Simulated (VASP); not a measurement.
Wanted: the native input for a VASP 6.6.1 run.

```
Task                   : single point
Functional             : LDA
Potentials or basis    : VASP PAW LDA potentials, release 64 (Sn_d, O)
Cutoff                 : 520 eV
k mesh                 : 4 × 4 × 5
Occupations            : gaussian, width 0.01 eV
Spin                   : no spin polarisation
Dipole correction      : no
Further INCAR settings : ALGO = Fast; EDIFF = 1e-06; NBANDS = 35
```

The structure of SnO2 (Cassiterite) lies in POSCAR:

```
SnO2
1.0
    4.7380000000      0.0000000000      0.0000000000
    0.0000000000      4.7380000000      0.0000000000
    0.0000000000      0.0000000000      3.1865000000
Sn O
2 4
Direct
    0.0000000000      0.0000000000      0.0000000000
    0.5000000000      0.5000000000      0.5000000000
    0.3071000000      0.3071000000      0.0000000000
    0.1929000000      0.8071000000      0.5000000000
    0.6929000000      0.6929000000      0.0000000000
    0.8071000000      0.1929000000      0.5000000000
```

The input as run:

INCAR

```
SYSTEM = SnO2
PREC = Accurate
ENCUT = 520
EDIFF = 1E-6
ISMEAR = 0
SIGMA = 0.01
LREAL = .False.
LASPH = .True.
NELM = 100
ALGO = Fast
ISIF = 2
LWAVE = .False.
LCHARG = .True.
LELF = .True.
LVHAR = .True.
NBANDS = 35
```

KPOINTS

```
Automatic mesh
0
Gamma
  4 4 5
  0 0 0
```

Potentials or basis: VASP PAW LDA potentials, release 64 (Sn_d, O).

The run is started by

```console
$ cat potpaw_LDA.64/Sn_d/POTCAR potpaw_LDA.64/O/POTCAR > POTCAR
$ mpirun -np 1 vasp_std > vasp.out
```

It gave:

- Pressure: 0.3 GPa
- Largest force: 0.181 eV/Å
- Band gap on the k mesh: 1.17 eV, direct

Caveat: spin-orbit coupling is left out, which moves the levels of the heavy elements.

It took 27 s on 1 thread of Intel(R) Xeon(R) Platinum 8488C (Sapphire Rapids), on a shared host, peak memory 0.16 GiB.
